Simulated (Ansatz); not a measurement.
# PbF2 monolayer (1T): a soft mode frozen in, part 2 of 2

Wanted: the energy along a soft mode of PbF2 monolayer (1T) and the structure at the end.

Ansatz 0.2.0; DFT PBEsol, scalar-relativistic, plane waves, PAW.

So far, highest frequency on the path or at a solved wavevector (cm⁻¹): step 2 (the dispersion) 340. Also lowest frequency on the path (cm⁻¹): step 2 -68.7.

## (6) Relaxing from the distorted cell

Starting from the lowest point found, all atoms and the cell are let go, so that strain and other modes of the same symmetry can join in.

Contents of input.yaml:

```yaml
crystal:
  lattice:
    - [5.8826923539, 3.3963740141, 0.0]
    - [0.0, 6.7927480282, 0.0]
    - [0.0, 0.0, 27.6]
  atoms:
    - { symbol: Pb, position: [1.439e-07, 0.9999998561, 0.3692444101] }
    - { symbol: Pb, position: [0.3333333333, 0.3333333333, 0.362319074] }
    - { symbol: Pb, position: [0.6666665228, 0.6666668105, 0.3553932889] }
    - { symbol: F, position: [-0.0271993252, 0.3877287275, 0.3980906114] }
    - { symbol: F, position: [0.3877287276, 0.6394700915, 0.3980907954] }
    - { symbol: F, position: [0.6394666512, 0.9728031542, 0.3980907034] }
    - { symbol: F, position: [0.2789379391, 1.0271963654, 0.3265468858] }
    - { symbol: F, position: [0.6938632419, 0.2789379391, 0.3265470698] }
    - { symbol: F, position: [1.0271968458, 0.6938666821, 0.3265469778] }
  periodic: [true, true, false]
kpoints:
  mp_grid: { grid: [6, 6, 1] }
hamiltonian:
  xc: pbesol
scf:
  occupations: { method: fixed }
output:
  forces: true
  stress: true
  eigenvalues: true
  write_density: true
  write_potential: true
  elf: true
  volumetric_format: npy
relax:
  adjacent_minimum: "off"
  f_tol: 0.002
  max_steps: 120
  cell: { stress_2d_tol: 0.005 }
```

Run with:

```console
$ ansatz run input.yaml --threads 8 --pin off --max-ram 14336MiB --backend cpu --events-out ev --progress --plain --runs-dir out
```

Numbers of over 12 decimals in the logs are rounded to 6 here.

What it wrote:

```text
[...]
Crystal: 9 atoms, lattice volume = 1102.886 Å³
Basis set: ecut = 420 eV, 21585 PW (Γ), exchange–correlation on 96×96×384 points (8 copies of the dense FFT grid, shifted against one another)
Bands: 51, of which v1, the nominal top of the filled ones, is band 42 counted from 1 (41 counted from 0)
Symmetry: 6 space group operations
[...]
k-points: 8 of 36
[...]
SCF iter   1: F=—  HF=-40070.363072 eV  |F-HF|=—  |Δ(HF+E_count)|=         —  Δρ=4.32e-3  dr2=1.31e-1  ethr=1.77e-3  ⟨swp⟩=6.2  Hψ=1727  notcnv=0  defer=51
[...]
SCF iter   7: F=-40070.333847 eV  HF=-40070.333847 eV  |F-HF|=7.44e-9  |Δ(HF+E_count)|=   1.42e-7  Δρ=6.19e-7  dr2=3.95e-9  ethr=6.84e-11  ⟨swp⟩=14.0  Hψ=3387  notcnv=0
SCF 1 converged in 7 iterations: F = -40070.333847 eV  dr2 = 3.95e-9
[...]
relax step   1: F+E_penalty+E_count = -40070.33384658 eV  Δ(F+E_penalty+E_count) = +0.000e0 eV  max|allowed force component| = 3.662e-1 eV/Å  Δτ_max = 0.0000 Å  P = -0.364 N/m  Ω = 1102.886 Å³  fix = [c, alpha, beta]  reactions: c +0.000 N/m  (7 SCF iters, dr2 threshold 1.00e-7 eV, accepted)
Crystal: 9 atoms, lattice volume = 1099.323 Å³
Basis set: ecut = 420 eV, 21489 PW (Γ), exchange–correlation on 96×96×384 points (8 copies of the dense FFT grid, shifted against one another)
[...]
iter 1 solved again at ethr=2.44e-4 eV; its pass at ethr=3.10e-3 eV (dr2=2.05e-1 eV) is discarded
[...]
SCF iter   7: F=-40070.436589 eV  HF=-40070.436589 eV  |F-HF|=3.90e-8  |Δ(HF+E_count)|=   1.68e-6  Δρ=4.52e-6  dr2=1.29e-7  ethr=1.07e-9  ⟨swp⟩=38.2  Hψ=5843  notcnv=0
SCF 2 converged in 7 iterations: F = -40070.436589 eV  dr2 = 1.29e-7
relax step   2: F+E_penalty+E_count = -40070.43658920 eV  Δ(F+E_penalty+E_count) = -1.027e-1 eV  max|allowed force component| = 1.444e-1 eV/Å  Δτ_max = 0.1939 Å  P = -0.198 N/m  Ω = 1099.323 Å³  energy of the carried Pulay correction = +1.580e-3 eV  fix = [c, alpha, beta]  reactions: c -0.000 N/m  (7 SCF iters, dr2 threshold 9.00e-7 eV, accepted)
Crystal: 9 atoms, lattice volume = 1081.765 Å³
Basis set: ecut = 420 eV, 21237 PW (Γ), exchange–correlation on 96×96×384 points (8 copies of the dense FFT grid, shifted against one another)
[...]
SCF iter   7: F=-40070.482231 eV  HF=-40070.482232 eV  |F-HF|=4.17e-7  |Δ(HF+E_count)|=   9.68e-6  Δρ=7.40e-6  dr2=5.72e-7  ethr=1.07e-9  ⟨swp⟩=37.1  Hψ=6245  notcnv=0
SCF 3 converged in 7 iterations: F = -40070.482231 eV  dr2 = 5.72e-7
relax step   3: F+E_penalty+E_count = -40070.48223116 eV  Δ(F+E_penalty+E_count) = -4.564e-2 eV  max|allowed force component| = 1.623e-1 eV/Å  Δτ_max = 0.1274 Å  P = -0.535 N/m  Ω = 1081.765 Å³  energy of the carried Pulay correction = +9.440e-3 eV  fix = [c, alpha, beta]  reactions: c -0.000 N/m  (7 SCF iters, dr2 threshold 9.00e-7 eV, accepted)
[... from here on, the SCF cycles and remarks between the steps are left out ...]
relax step   4: F+E_penalty+E_count = -40070.50226507 eV  Δ(F+E_penalty+E_count) = -2.003e-2 eV  max|allowed force component| = 2.273e-2 eV/Å  Δτ_max = 0.0272 Å  P = -0.193 N/m  Ω = 1067.301 Å³  energy of the carried Pulay correction = +1.601e-2 eV  fix = [c, alpha, beta]  reactions: c -0.000 N/m  (8 SCF iters, dr2 threshold 9.00e-7 eV, accepted)
relax step   5: F+E_penalty+E_count = -40070.50699731 eV  Δ(F+E_penalty+E_count) = -4.732e-3 eV  max|allowed force component| = 1.571e-2 eV/Å  Δτ_max = 0.0140 Å  P = -0.034 N/m  Ω = 1060.379 Å³  energy of the carried Pulay correction = +1.919e-2 eV  fix = [c, alpha, beta]  reactions: c -0.000 N/m  (6 SCF iters, dr2 threshold 6.50e-8 eV, accepted)
relax step   6: F+E_penalty+E_count = -40070.50733036 eV  Δ(F+E_penalty+E_count) = -3.330e-4 eV  max|allowed force component| = 4.991e-3 eV/Å  Δτ_max = 0.0037 Å  P = -0.001 N/m  Ω = 1059.946 Å³  energy of the carried Pulay correction = +1.939e-2 eV  fix = [c, alpha, beta]  reactions: c -0.000 N/m  (6 SCF iters, dr2 threshold 1.54e-8 eV, accepted)
relax step   7: F+E_penalty+E_count = -40070.50734508 eV  Δ(F+E_penalty+E_count) = -1.473e-5 eV  max|allowed force component| = 2.579e-3 eV/Å  Δτ_max = 0.0022 Å  P = -0.005 N/m  Ω = 1059.929 Å³  energy of the carried Pulay correction = +1.939e-2 eV  fix = [c, alpha, beta]  reactions: c -0.000 N/m  (8 SCF iters, accepted)
relax step   8: F+E_penalty+E_count = -40070.50730537 eV  Δ(F+E_penalty+E_count) = +3.971e-5 eV  max|allowed force component| = 2.765e-4 eV/Å  Δτ_max = 0.0009 Å  P = -0.000 N/m  Ω = 1060.029 Å³  energy of the carried Pulay correction = +1.935e-2 eV  fix = [c, alpha, beta]  reactions: c -0.000 N/m  (8 SCF iters, dr2 threshold 4.16e-10 eV, accepted)
relax step   9: F+E_penalty+E_count = -40070.49298668 eV  Δ(F+E_penalty+E_count) = +1.432e-2 eV  max|allowed force component| = 5.140e-4 eV/Å  Δτ_max = 0.0000 Å  P = -0.096 N/m  Ω = 1060.029 Å³  fix = [c, alpha, beta]  reactions: c -0.000 N/m  stress off target by 9.64e-2 N/m on what of the cell is left free  SCF on the basis re-selected at this cell (its energy is not comparable with the rows above)  (9 SCF iters)
relax step  10: F+E_penalty+E_count = -40070.49562145 eV  Δ(F+E_penalty+E_count) = -2.635e-3 eV  max|allowed force component| = 5.453e-4 eV/Å  Δτ_max = 0.0073 Å  P = -0.010 N/m  Ω = 1055.429 Å³  energy of the carried Pulay correction = +2.084e-3 eV  fix = [c, alpha, beta]  reactions: c -0.000 N/m  (6 SCF iters, dr2 threshold 1.62e-8 eV, accepted)
relax step  11: F+E_penalty+E_count = -40070.49591244 eV  Δ(F+E_penalty+E_count) = -2.910e-4 eV  max|allowed force component| = 1.547e-4 eV/Å  Δτ_max = 0.0008 Å  P = -0.000 N/m  Ω = 1054.798 Å³  energy of the carried Pulay correction = +2.366e-3 eV  fix = [c, alpha, beta]  reactions: c -0.000 N/m  (6 SCF iters, dr2 threshold 1.80e-10 eV, accepted)
relax step  12: F+E_penalty+E_count = -40070.49322297 eV  Δ(F+E_penalty+E_count) = +2.689e-3 eV  max|allowed force component| = 1.799e-4 eV/Å  Δτ_max = 0.0000 Å  P = -0.009 N/m  Ω = 1054.798 Å³  fix = [c, alpha, beta]  reactions: c -0.000 N/m  stress off target by 9.13e-3 N/m on what of the cell is left free  SCF on the basis re-selected at this cell (its energy is not comparable with the rows above)  (7 SCF iters)
relax step  13: F+E_penalty+E_count = -40070.49345464 eV  Δ(F+E_penalty+E_count) = -2.317e-4 eV  max|allowed force component| = 2.060e-4 eV/Å  Δτ_max = 0.0008 Å  P = +0.000 N/m  Ω = 1054.309 Å³  energy of the carried Pulay correction = +2.268e-4 eV  fix = [c, alpha, beta]  reactions: c +0.000 N/m  (8 SCF iters, accepted)
[...]
SCF iter   8: F=-40070.493179 eV  HF=-40070.493179 eV  |F-HF|=2.18e-11  |Δ(HF+E_count)|=  1.46e-11  Δρ=1.69e-9  dr2=2.19e-14  ethr=1.00e-12  ⟨swp⟩=26.1  Hψ=3161  notcnv=0
SCF 14 converged in 8 iterations: F = -40070.493179 eV  dr2 = 2.19e-14
relax step  14: F+E_penalty+E_count = -40070.49317891 eV  Δ(F+E_penalty+E_count) = +2.757e-4 eV  max|allowed force component| = 2.027e-4 eV/Å  Δτ_max = 0.0000 Å  P = -0.000 N/m  Ω = 1054.309 Å³  fix = [c, alpha, beta]  reactions: c -0.000 N/m  stress off target by 3.19e-4 N/m on what of the cell is left free  SCF on the basis re-selected at this cell (its energy is not comparable with the rows above)  (8 SCF iters)
[...]
WARN: The output density's exchange-correlation potential varies sharply where the density is thin. Do not read a vacuum level from v_tot or v_xc, or from such a field of the output density. On a cell that repeats whose density bears no net charge and no dipole along the vacuum's axis use v_es (v_loc + v_h of the components); under efield.dipole_correction with no amplitude use v_es + v_field, which holds any externa [...]
SCF converged after 8 iterations
Free energy (F): -40070.493179 eV
[...]
Internal energy: -40070.493179 eV  (E = F + TS)
E sigma→0 (E₀):  -40070.493179 eV
Fermi energy:    -6.860012 eV
[...]
--- Forces (eV/Å), atoms counted from 1 ---
  atom   1  Pb     0.00000000    -0.00000000     0.00020273
  atom   2  Pb     0.00000000     0.00000000     0.00000000
  atom   3  Pb    -0.00000000     0.00000000    -0.00020273
  atom   4  F      0.00015020     0.00014447     0.00009299
  atom   5  F      0.00005002    -0.00020231     0.00009299
  atom   6  F     -0.00020022     0.00005784     0.00009299
  atom   7  F     -0.00005002     0.00020231    -0.00009299
  atom   8  F     -0.00015020    -0.00014447    -0.00009299
  atom   9  F      0.00020022    -0.00005784    -0.00009299
  max |Σ_I F_I| component: 1.73e-18 eV/Å
--- 2D stress c σ (N/m, compression-positive) ---
       -0.000319      -0.000000       0.000000
        0.000000      -0.000319      -0.000000
        0.000000      -0.000000      -0.000000
  P = ½ c Tr σ = -0.0003 N/m
--- Band table (eV; the first three rows and the last of 8) ---
  k-point 0: bands = [... 38 lower, -8.4990, -8.2920, -6.9235, -6.8600, -3.0080, -0.8493 (-0.8494°), -0.7718 (-0.7718°), -0.7637 (-0.7637°), ... 5 higher]
  k-point 1: bands = [... 38 lower, -8.4967, -8.1166, -6.9710, -6.9116, -2.9143, -1.2509 (-1.2509°), -1.0478 (-1.0478°), -0.9327 (-0.9327°), ... 5 higher]
  k-point 2: bands = [... 38 lower, -8.5167, -7.7742, -7.1209, -7.0038, -2.6796, -1.7366, -1.3547 (-1.3547°), -1.1662 (-1.1662°), ... 5 higher]
  k-point 7: bands = [... 38 lower, -8.5189, -7.3561, -7.3561, -7.1227, -2.4433, -1.9173, -1.9173, -1.2449, ... 5 higher]
  ° read free of the cell's end (the report's vacuum.weakly_bound_levels)
--- Relaxed structure (11 steps of the walk, 11 accepted, 3 SCFs on fresh bases) ---
  F+E_penalty+E_count = -40070.49317891 eV   max|allowed force component| = 2.027e-4 eV/Å   (the final SCF, on the basis selected at the relaxed cell)
  cell:  # Å, volume = 1054.3086 Å³
    - [5.751679, 3.320733, 0]
    - [2.1247195943872313e-18, 6.641467, 0]
    - [0, 0, 27.6]
  atoms:
    - { symbol: Pb, position: [-1.3278532744396013e-17, 1.0, 0.381254] }
    - { symbol: Pb, position: [0.333333, 0.333333, 0.362319] }
    - { symbol: Pb, position: [0.666667, 0.666667, 0.343384] }
    - { symbol: F, position: [-0.042149, 0.405981, 0.394763] }
    - { symbol: F, position: [0.405981, 0.636168, 0.394763] }
    - { symbol: F, position: [0.636168, 0.957851, 0.394763] }
    - { symbol: F, position: [0.260686, 1.030499, 0.329874] }
    - { symbol: F, position: [0.708816, 0.260686, 0.329874] }
    - { symbol: F, position: [1.030499, 0.708816, 0.329874] }
```

The job ended after 61 s (8 threads of Intel Xeon Platinum 8488C (Sapphire Rapids), shared host; peak memory 2.6 GiB; 7.3 min of CPU time).

Step by step:

| step | energy less that of the first step (eV) | largest force component (eV/Å) | volume (Å³) |
| --- | --- | --- | --- |
| 1 | 0.0000 | 0.3662 | 1102.89 |
| 2 | -0.1027 | 0.1444 | 1099.32 |
| 3 | -0.1484 | 0.1623 | 1081.77 |
| 4 | -0.1684 | 0.0227 | 1067.30 |
| 5 | -0.1731 | 0.0157 | 1060.38 |
| 6 | -0.1735 | 0.0050 | 1059.95 |
| 7 | -0.1735 | 0.0026 | 1059.93 |
| 8 | -0.1735 | 0.0003 | 1060.03 |
| 9* | -0.1591 | 0.0005 | 1060.03 |
| 10 | -0.1618 | 0.0005 | 1055.43 |
| 11 | -0.1621 | 0.0002 | 1054.80 |
| 12* | -0.1594 | 0.0002 | 1054.80 |
| 13 | -0.1596 | 0.0002 | 1054.31 |
| 14* | -0.1593 | 0.0002 | 1054.31 |

Relaxation steps marked * repeat the geometry before them on a plane-wave basis chosen anew for their cell, so energy and pressure can jump there.

Forces are held to the 6 operations that the run works with; a distortion that breaks them can't arise in this run.

| cell as run | before | after | change |
| --- | --- | --- | --- |
| a (Å) | 6.793 | 6.641 | -2.2 % |
| b (Å) | 6.793 | 6.641 | -2.2 % |

The atoms that moved most (Å, along periodic axes as changes of fractional coordinates times the final cell, across vacuum about the mean position):

| atom | dx | dy | dz | length |
| --- | --- | --- | --- | --- |
| Pb1 | 0.000 | 0.000 | 0.331 | 0.331 |
| Pb3 | 0.000 | 0.000 | -0.331 | 0.331 |
| F7 | -0.105 | -0.039 | 0.092 | 0.145 |
| F8 | 0.086 | -0.072 | 0.092 | 0.145 |
| F4 | -0.086 | 0.072 | -0.092 | 0.145 |
| F6 | -0.019 | -0.110 | -0.092 | 0.145 |
| F5 | 0.105 | 0.039 | -0.092 | 0.145 |
| F9 | 0.019 | 0.110 | 0.092 | 0.145 |

Final coordinates:

```cif
data_structure
_symmetry_space_group_name_H-M 'P 1'
_symmetry_Int_Tables_number 1
_cell_length_a 6.6415
_cell_length_b 6.6415
_cell_length_c 27.6000
_cell_angle_alpha 90.000
_cell_angle_beta 90.000
_cell_angle_gamma 60.000
_cell_volume 1054.31
loop_
_atom_site_label
_atom_site_type_symbol
_atom_site_fract_x
_atom_site_fract_y
_atom_site_fract_z
_atom_site_occupancy
Pb1 Pb 0.00000 0.00000 0.38125 1
Pb2 Pb 0.33333 0.33333 0.36232 1
Pb3 Pb 0.66667 0.66667 0.34338 1
F4 F 0.95785 0.40598 0.39476 1
F5 F 0.40598 0.63617 0.39476 1
F6 F 0.63617 0.95785 0.39476 1
F7 F 0.26069 0.03050 0.32987 1
F8 F 0.70882 0.26069 0.32987 1
F9 F 0.03050 0.70882 0.32987 1
```

Numbers from this step:

```
gap on the k-mesh : 3.852 eV
area per atom     : 4.244 Å²
```

Electrostatic potential energy in the ac plane at fractional y = 0.000, with atoms of Pb and F within 0.2 Å of it. With pseudopotentials it is smooth inside the atoms' cores, unlike the true potential.

Ten even steps from '0' (-23 eV) to '9' (0 eV), each cell a mean:
```
999999999999999999
999999999999999999
999999999999999999
999999999999999999
999999999999999999
999999999999999999
999999999999999999
999999999999999999
999999999999999999
999999999999999999
999999999999999999
999999999999999999
999999999999999999
678899999998999876
001589999600277300
124533589888998632
999744599999999999
999999999999999999
999999999999999999
999999999999999999
999999999999999999
999999999999999999
999999999999999999
999999999999999999
```
Columns run along a (6.6 Å; values clipped at the 3rd and 97th percentile), rows up along c (27.6 Å). Atoms in or near the plane, at fractional coordinates: Pb at (0.00, 0.38), F at (0.26, 0.33).

Valence density in the ac plane at fractional y = 0.000, with atoms of Pb and F within 0.2 Å of it. It is the smooth field of the valence electrons, not physical close to the nuclei.

Ten steps, logarithmic in the rise over the least value, from '_' (0.00 × 1e0 e/Å³) to '@' (6.07 × 1e0 e/Å³), each cell a mean:
```
____________________________________
____________________________________
____________________________________
____________________________________
____________________________________
____________________________________
____________________________________
____________________________________
____________________________________
____________________________________
____________________________________
____________________________________
____________________________________
--::..____________::--==--......::--
@@%%**--....__..::++@@@@%%==--==##@@
##**++++%%%%##--::::----::....--++##
__..::++%%%%**--..__________________
____________________________________
____________________________________
____________________________________
____________________________________
____________________________________
____________________________________
____________________________________
```
Columns run along a (6.6 Å), rows up along c (27.6 Å). Atoms in or near the plane, at fractional coordinates: Pb at (0.00, 0.38), F at (0.26, 0.33).

ELF in the ac plane at fractional y = 0.000, with atoms of Pb and F within 0.2 Å of it. It is the smooth field of the valence electrons, not physical close to the nuclei.

Ten even steps from '0' (0.00) to '9' (0.78), each cell a mean:
```
000000000000000000
000000000000000000
000000000000000000
000000000000000000
000000000000000000
000000000000000000
000000000000000000
000000000000000000
000000000000000000
000000000000000000
000000000000000000
000000000000000000
321000000000000012
776300002456520257
135410004899961442
333578741123210233
003799851000000000
000111100000000000
000000000000000000
000000000000000000
000000000000000000
000000000000000000
000000000000000000
000000000000000000
```
Columns run along a (6.6 Å), rows up along c (27.6 Å). Atoms in or near the plane, at fractional coordinates: Pb at (0.00, 0.38), F at (0.26, 0.33).

The distorted start has space group P-3; the relaxation ends in P-3.

## (7) The new phase in its own primitive cell

The relaxed structure is symmetrised, reduced to its primitive cell and relaxed tightly, as its phonons need.

Contents of input.yaml:

```yaml
crystal:
  lattice:
    - [5.7516789872, 3.3207334116, 0.0]
    - [0.0, 6.6414668231, 0.0]
    - [0.0, 0.0, 27.6]
  atoms:
    - { symbol: Pb, position: [0.0, 1.0, 0.3812542239] }
    - { symbol: Pb, position: [0.3333333333, 0.3333333333, 0.3623188685] }
    - { symbol: Pb, position: [0.6666666667, 0.6666666667, 0.3433835132] }
    - { symbol: F, position: [-0.0421488475, 0.4059811272, 0.3947634509] }
    - { symbol: F, position: [0.4059811272, 0.6361677202, 0.3947634509] }
    - { symbol: F, position: [0.6361677202, 0.9578511525, 0.3947634509] }
    - { symbol: F, position: [0.2606855394, 1.0304989464, 0.3298742861] }
    - { symbol: F, position: [0.7088155141, 0.2606855394, 0.3298742861] }
    - { symbol: F, position: [1.0304989464, 0.7088155141, 0.3298742861] }
  periodic: [true, true, false]
kpoints:
  mp_grid: { grid: [6, 6, 1] }
hamiltonian:
  xc: pbesol
scf:
  occupations: { method: fixed }
output:
  forces: true
  stress: true
  eigenvalues: true
relax:
  adjacent_minimum: "off"
  f_tol: 0.001
  max_steps: 60
  cell: { stress_2d_tol: 0.002 }
```

What it wrote:

```text
[...]
Crystal: 9 atoms, lattice volume = 1054.309 Å³
Basis set: ecut = 420 eV, 20565 PW (Γ), exchange–correlation on 90×90×384 points (8 copies of the dense FFT grid, shifted against one another)
Bands: 51, of which v1, the nominal top of the filled ones, is band 42 counted from 1 (41 counted from 0)
Symmetry: 6 space group operations
[...]
k-points: 8 of 36
[...]
- { symbol: Pb, position: [0.333333, 0.333333, 0.362319] }
    - { symbol: Pb, position: [0.666667, 0.666667, 0.343384] }
    - { symbol: F, position: [-0.042149, 0.405981, 0.394763] }
    - { symbol: F, position: [0.405981, 0.636168, 0.394763] }
    - { symbol: F, position: [0.636168, 0.957851, 0.394763] }
    - { symbol: F, position: [0.260686, 1.030499, 0.329874] }
    - { symbol: F, position: [0.708816, 0.260686, 0.329874] }
    - { symbol: F, position: [1.030499, 0.708816, 0.329874] }
[key lines of the parts left out:]
SCF converged after 7 iterations
Free energy (F): -40070.493179 eV
Fermi energy:    -6.860012 eV
P = ½ c Tr σ = -0.0003 N/m
```

It took 9.6 s on 8 threads; peak memory 2.5 GiB; 64 s of CPU time.

Little changed from the start: no atom moved by 0.005 Å and no cell edge by 0.1 %.

Numbers from this step:

| Quantity | Value |
| --- | --- |
| direct gap on mesh | 3.852 eV |

The largest force component left is 0.20 meV/Å, within the tolerances set.

## (8) Results

| Quantity | Value |
| --- | --- |
| unstable mode of the parent | q = (0.333, 0.333, 0), 57i cm⁻¹ |
| depth at the lowest point sampled | 10.3 meV/atom |
| largest atomic shift at that point | 0.32 Å |
| space group reached (within 0.01 Å) | P-3 |
| energy gained over the parent (first relaxation, on the mesh of the frozen mode) | 28.0 meV/atom |
| area per atom, phase reached | 4.24 Å² |
| gap on the k-mesh, phase reached | 3.85 eV |

Along this mode the structure falls into P-3, 28.0 meV/atom below the parent. At the parent's cell the well is 10.28 meV/atom deep on the steps tried, with its lowest point at a shift of 0.32 Å. Relaxing atoms and cell changes the gain by +17.70 meV/atom against the lowest step (energies at zero smearing). Most of the total comes from this relaxation. The modes of the phase reached were not computed on this path. Of the 2 patterns followed to their end from this parent, this one reaches the lowest energy. Each path keeps the symmetry of its pattern, so a lower phase may lie along a pattern not tried. In a sheet or slab the interpolated bending branch near Γ is rough, since the rotational sum rule isn't imposed. Spin-orbit coupling is left out, which can matter for the heavy elements here. The starting cell was built on a prototype and not taken from a measurement.

[Logs are printed without paths, hosts, clocks, repeated set-up lines and the standing remarks that a program may print on its own settings, such as how far it seeks lower states.]

[Hosts, paths, dates, database ids (printed as entryN), source tags and the programs' standing remarks are cut or masked in the printed files.]
